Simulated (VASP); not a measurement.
## HgTe (rocksalt), PBE relaxation of cell and atoms: Ansatz's output and VASP's

Start cell

```xyz
2
Lattice="0.0000 2.8794 2.8794 2.8794 0.0000 2.8794 2.8794 2.8794 0.0000" Properties=species:S:1:pos:R:3 pbc="T T T"
Hg    0.0000    0.0000    0.0000
Te    2.8794    2.8794    2.8794
```

Ansatz printed

```
basis re-selected at this cell: Δ(F+E_penalty+E_count) = -2.258e-3 eV, ΔP = +0.020 GPa vs the last step (what re-selecting the basis moved, of the pressure what is left beyond the Pulay correction that the steps carried, after the strain that the cell walked since its last selection, with what the two solves' SCF thresholds leave and, on support functions, any second-order correction that the steps lacked; it is no measure of the basis error at this ecutwfc). This SCF's stress stands 2.24e-2 GPa from its target on what of the cell is left free (relax.cell.stress_tol is 5.00e-2 GPa) and its largest allowed force component is 1.14e-29 eV/Å (relax.f_tol is 5.00e-3 eV/Å): within both
SCF converged after 8 iterations
Free energy (F): -20793.440034 eV
Harris-Foulkes:  -20793.440034 eV  (|F-HF|=3.64e-12)
Internal energy: -20793.436421 eV  (E = F + TS)
E sigma→0 (E₀):  -20793.438228 eV
Entropy (-TS):   -0.003613 eV (-1.806 meV/atom)
Fermi energy:    10.842317 eV
--- Per-component energies (eV) ---
  E_band       = -688.826888
  E_kinetic    = 783.087989
  E_local      = -4037.984288  (includes V_loc(G=0)·N_el)
  E_nonlocal   = -237.805592
  E_hartree    = 1995.318529
  E_xc         = -344.246968
  E_vxc        = -365.827515  (∫ρ·V_xc dr)
  E_paw        = -14606.546399  (= ΣΔE_a)
  E_vpaw       = -820.935334  (= ΣTr[D̂ρ^β])
  E_aug_tail   = 0.000832  (compensation charges beyond the density's cutoff)
  E_ewald      = -4345.260524
  E_smearing   = -0.003613  (= −TS)
  E_closure    = 0.000000  (closes the sum)
  Σ components = -20793.440034   (vs F -20793.440034, Δ=0.00e0)
--- Forces (eV/Å), atoms counted from 1 ---
  atom   1  Hg    -0.00000000     0.00000000    -0.00000000
  atom   2  Te     0.00000000    -0.00000000     0.00000000
  max |Σ_I F_I| component: 1.93e-29 eV/Å
--- Stress (GPa, compression-positive) ---
        0.022356       0.000000       0.000000
        0.000000       0.022356       0.000000
        0.000000       0.000000       0.022356
  P = ⅓ Tr σ = 0.0224 GPa (0.224 kbar)
--- Relaxed structure (5 steps of the walk, 5 accepted, 1 SCFs on fresh bases) ---
  F+E_penalty+E_count = -20793.44003401 eV   max|allowed force component| = 1.137e-29 eV/Å   (the final SCF, on the basis selected at the relaxed cell)
  cell:  # Å, volume = 57.8439 Å³
    - [2.184441706735948e-33, 3.0695573675518215, 3.0695573675518215]
    - [3.0695573675518215, 1.9894840438826836e-33, 3.0695573675518215]
    - [3.0695573675518215, 3.0695573675518215, -3.5578037143753383e-34]
  atoms:
    - { symbol: Hg, position: [2.2992474686629242e-35, -2.2295733029450823e-35, -3.065663291550964e-35] }
    - { symbol: Te, position: [0.5, 0.5, 0.5] }
```

Datasets and cutoffs are each program's own. VASP's cell holds 18 valence electrons and Ansatz's 36.

Q: What does VASP give for the same cell and level of theory?

A: relaxed cell vector lengths 4.346, 4.346, 4.346 Å; relaxed cell volume 58.04 Å³.

From OUTCAR

```
k-points           NKPTS =     29   k-points in BZ     NKDIM =     29   number of bands    NBANDS=     16

   NELECT =      18.0000    total number of electrons

   dimension x,y,z NGX =    36 NGY =   36 NGZ =   36
   dimension x,y,z NGXF=    72 NGYF=   72 NGZF=   72

  energy-cutoff  :      600.00
  volume of cell :       58.04
      direct lattice vectors                 reciprocal lattice vectors
     0.000000000  3.073004745  3.073004745    -0.162707201  0.162707201  0.162707201
     3.073004745  0.000000000  3.073004745     0.162707201 -0.162707201  0.162707201
     3.073004745  3.073004745  0.000000000     0.162707201  0.162707201 -0.162707201

 k-points in reciprocal lattice and weights: KPOINTS created by Atomic Simulation Env
   0.00000000  0.00000000  0.00000000       0.002
   0.12500000  0.00000000  0.00000000       0.016
   0.25000000  0.00000000  0.00000000       0.016
   0.37500000  0.00000000  0.00000000       0.016
   0.50000000  0.00000000  0.00000000       0.008
   0.12500000  0.12500000  0.00000000       0.012
   0.25000000  0.12500000  0.00000000       0.047
   0.37500000  0.12500000  0.00000000       0.047
   ...

 E-fermi :   4.2086

 k-point     1 :       0.0000    0.0000    0.0000
  band No.  band energies     occupation
      1      -7.7394      2.00000
      2      -2.4755      2.00000
      3      -2.4755      2.00000
      4      -2.4176      2.00000
      5      -2.4176      2.00000
      6      -2.4176      2.00000
      7       3.0947      2.00000
      8       3.4690      2.00000
      9       3.4690      2.00000
     10       3.4690      2.00000
     11      11.7629      0.00000
     12      11.7629      0.00000
     13      11.7629      0.00000
     14      11.8648      0.00000
     15      11.8648      0.00000
     16      11.8648      0.00000

 k-point     2 :       0.1250    0.0000    0.0000
  band No.  band energies     occupation
      1      -7.6107      2.00000
      2      -2.5226      2.00000
      3      -2.5226      2.00000
      4      -2.4341      2.00000
      5      -2.3986      2.00000
      6      -2.3986      2.00000
      7       1.5847      2.00000
      8       3.5842      2.00000
      9       3.5842      2.00000
     10       4.9029      0.00000
     11      10.2384      0.00000
     12      10.8205      0.00000
     13      10.8205      0.00000
     14      11.8328      0.00000
     15      12.2105      0.00000
     16      12.2105      0.00000

 k-point     3 :       0.2500    0.0000    0.0000
  band No.  band energies     occupation
      1      -7.2580      2.00000
      2      -2.6395      2.00000
      3      -2.6395      2.00000
      4      -2.5049      2.00000
      5      -2.3433      2.00000
      6      -2.3433      2.00000
      7       0.0834      2.00000
      8       3.8806      2.00000
      9       3.8806      2.00000
     10       6.1207      0.00000
     11       8.8354      0.00000
     12       9.5197      0.00000
     13       9.5197      0.00000
     14      12.0167      0.00000
     15      12.9543      0.00000
     16      12.9543      0.00000

 k-point     4 :       0.3750    0.0000    0.0000
  band No.  band energies     occupation
      1      -6.8147      2.00000
      2      -2.7510      2.00000
      3      -2.7510      2.00000
      4      -2.6904      2.00000
      5      -2.2854      2.00000
      6      -2.2854      2.00000
      7      -0.9398      2.00000
      8       4.2215      0.68777
      9       4.2215      0.68777
     10       6.7031      0.00000
     11       7.9650      0.00000
     12       8.5247      0.00000
     13       8.5247      0.00000
     14      13.1565      0.00000
     15      14.0955      0.00000
     16      14.0955      0.00000

 k-point     5 :       0.5000    0.0000    0.0000
  band No.  band energies     occupation
      1      -6.5861      2.00000
      2      -2.8522      2.00000
      3      -2.7956      2.00000
      4      -2.7956      2.00000
      5      -2.2610      2.00000
      6      -2.2610      2.00000
      7      -1.2663      2.00000
      8       4.3860      0.00028
      9       4.3860      0.00028
     10       6.8077      0.00000
     11       7.7073      0.00000
     12       8.1371      0.00000
     13       8.1371      0.00000
     14      14.4367      0.00000
     15      15.0087      0.00000
     16      15.0087      0.00000

 k-point     6 :       0.1250    0.1250    0.0000
  band No.  band energies     occupation
      1      -7.5731      2.00000
      2      -2.5916      2.00000
      3      -2.4623      2.00000
      4      -2.4364      2.00000
      5      -2.3976      2.00000
      6      -2.3976      2.00000
      7       1.6662      2.00000
      8       3.2591      2.00000
      9       3.2591      2.00000
     10       5.4319      0.00000
     11       9.5252      0.00000
     12      10.6853      0.00000
     13      11.1746      0.00000
     14      11.1746      0.00000
     15      13.2757      0.00000
     16      13.2757      0.00000

 ...

  Total       -0.0006537     -0.0006537     -0.0006537      0.0000000     -0.0000000      0.0000000
  in kB       -0.0180446     -0.0180446     -0.0180446      0.0000000     -0.0000000      0.0000000
  external PRESSURE =      -0.0180446 kB  Pullay stress =       0.0000000 kB

 POSITION                                       TOTAL-FORCE (eV/Angst)
 -----------------------------------------------------------------------------------
      6.14601      3.07300      3.07300        -0.000000      0.000000     -0.000000
      3.07300      3.07300      3.07300         0.000000     -0.000000      0.000000
 -----------------------------------------------------------------------------------
    total drift:                                0.000000      0.000000      0.000000

  FREE ENERGIE OF THE ION-ELECTRON SYSTEM (eV)
  ---------------------------------------------------
  free  energy   TOTEN  =        -3.3383227464 eV

  energy  without entropy=       -3.3347397626  energy(sigma->0) =       -3.33653125
```
